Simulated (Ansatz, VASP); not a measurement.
**InP: VASP beside Ansatz**

```xyz
2
Lattice="0.0000 2.7503 2.7503 2.7503 0.0000 2.7503 2.7503 2.7503 0.0000" Properties=species:S:1:pos:R:3 pbc="T T T"
In    0.0000    0.0000    0.0000
P     2.7503    2.7503    2.7503
```

Change from the starting cell: volume scaled by 0.98.

Alike in both runs: task single point; functional PBE; k mesh 8 × 8 × 8; occupations fermi-dirac, width 0.05 eV; no spin polarisation.

|  | VASP | Ansatz |
| --- | --- | --- |
| version | VASP 6.6.1 | Ansatz 0.2.0 |
| potentials or method | VASP PAW PBE potentials, release 64 (In_d, P) | Ansatz PAW |
| plane-wave cutoff (eV) | 520 | 420 |
| valence electrons in the cell | 18 | 18 |

|  | VASP | Ansatz | Ansatz less VASP |
| --- | --- | --- | --- |
| gap on the k mesh at the Fermi level (eV) | none | none | - |
| pressure (GPa) | 1.5 | 1.5 | +0.03 |

A gap of «none» marks a metal or a gap that the smearing closes.
